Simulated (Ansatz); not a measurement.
Theory: Ansatz, DFT PBE, scalar-relativistic, plane waves, PAW. Settings: cutoff 420 eV, Γ-centred meshes spaced at most about 0.3 Å⁻¹, and about 0.25 Å⁻¹ or finer for metals (2π included), Gaussian smearing. No spin polarisation.

These are static total energies at zero pressure.

Two relaxed structures of Sb₂Se₅:

A.

Space group R-3m:H (No. 166). a = 4.183 Å, b = 4.183 Å, c = 38.461 Å, α = 90.00°, β = 90.00°, γ = 120.00°
```
atom  site  symmetry       x       y       z
  Sb    6c        3m  0.3333  0.6667  0.9153
  Se    6c        3m  0.6667  0.3333  0.9605
  Se    6c        3m  0.3333  0.6667  0.7891
  Se    3a       -3m  0.0000  0.0000  0.0000
```

B.

Space group C2/m (No. 12). a = 13.875 Å, b = 3.795 Å, c = 12.091 Å, α = 90.00°, β = 123.09°, γ = 90.00°
```json
{"atom": "Sb", "site": "4i", "symmetry": "m", "x": "0.1722", "y": "0.0000", "z": "0.7967"}
{"atom": "Se", "site": "4i", "symmetry": "m", "x": "0.1610", "y": "0.0000", "z": "0.5716"}
{"atom": "Se", "site": "2d", "symmetry": "2/m", "x": "0.0000", "y": "0.5000", "z": "0.5000"}
{"atom": "Se", "site": "4i", "symmetry": "m", "x": "0.6724", "y": "0.5000", "z": "0.0880"}
```

Question: Which is lower in energy, and by how much?

Answer: B is lower, by 101 meV/atom. A has space group R-3m (No. 166), 27.7 Å³/atom and no gap on its mesh; B has space group C2/m (No. 12), 38.1 Å³/atom and a gap of 1.46 eV. Counting Se atoms around Sb (those within 1.25 times the shortest such distance or 1.15 times the sum of covalent radii), A has Sb 6 and B has Sb 3. In A, Sb is surrounded by 6 Se at 2.82–2.98 Å; around Se on a site of symmetry 3m lie 3 Se at 2.85 Å and 3 Sb at 2.98 Å; Se on a second site of symmetry 3m is surrounded by 3 Sb at 2.82 Å; 1 more site not described. In B, Sb is surrounded by 3 Se at 2.63–2.64 Å; Se on a site of symmetry m has 1 Sb at 2.64 Å and 2 Se at 2.69 Å; around Se on a site of symmetry 2/m lie 4 Se at 2.69 Å; 1 more site not described. Both come from invented guesses.

Weakly bound directions are ill-defined at this level, which has no dispersion term (R-3m, C2/m), and this can change margins and order among such cells. These runs have no spin–orbit coupling, which can matter for Sb. Kohn–Sham gaps at this level usually fall short of measured ones. The missing spin–orbit coupling can work the other way here. Cells relaxed within their symmetry can be saddle points.
